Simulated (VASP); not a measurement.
I: single point with PBEsol

Crystal: I.

```xyz
16
Lattice="0.0000 -4.7312 7.8197 0.0000 -4.7312 -7.8197 8.7690 4.7312 0.0000" Properties=species:S:1:pos:R:3 pbc="T T T"
I     2.1922   -4.7312   -3.9098
I     4.3845   -2.3656   -3.9098
I     6.5767    0.0000   -3.9098
I     2.1922   -7.0968    0.0000
I     4.3845   -4.7312    0.0000
I     6.5767   -2.3656    0.0000
I     0.0000   -2.3656   -3.9098
I     0.0000   -4.7312    0.0000
I     2.1922   -2.3656    0.0000
I     4.3845    0.0000    0.0000
I     6.5767    2.3656    0.0000
I     2.1922   -4.7312    3.9098
I     4.3845   -2.3656    3.9098
I     6.5767    0.0000    3.9098
I     0.0000    0.0000    0.0000
I     0.0000   -2.3656    3.9098
```

The cell isn't the ideal one: the relaxed cell repeated 16 times, on the trajectory's mesh.

| Quantity | Value |
| --- | --- |
| Program | VASP 6.6.1 |
| Task | single point |
| Functional | PBEsol |
| Potentials or basis | VASP PAW PBE potentials, release 64 (I) |
| Cutoff | 520 eV |
| k mesh | 2 × 2 × 2, shifted |
| Occupations | gaussian, width 0.1 eV |
| Spin | no spin polarisation |
| Dipole correction | no |
| Further INCAR settings | LREAL = Auto; ALGO = Fast; EDIFF = 1e-06; NBANDS = 70; ISYM = 0 |

```
Pressure               : -1.2 GPa
Band gap on the k mesh : 0.23 eV
```

Stress tensor (GPa, compression positive):
```
 0.90  0.00  0.00
 0.00 -4.12  0.00
 0.00  0.00 -0.30
```

Levels at points of the mesh, in eV from the valence-band top:
```tsv
k point	band 54	band 55	band 56	band 57	band 58	band 59
(0.25, 0.25, 0.25)	-0.30	-0.05	-0.05	0.31	0.31	0.31
```

Wall time 8.1 min on 1 thread of Intel(R) Xeon(R) Platinum 8259CL CPU @ 2.50GHz (Skylake/Cascade Lake), on a shared host, peak memory 0.71 GiB.

Caveat: the PAW data sets were made with another functional, which shifts forces and pressure a little; spin-orbit coupling is left out, which moves the levels of the heavy elements. A k mesh can miss the band edges.
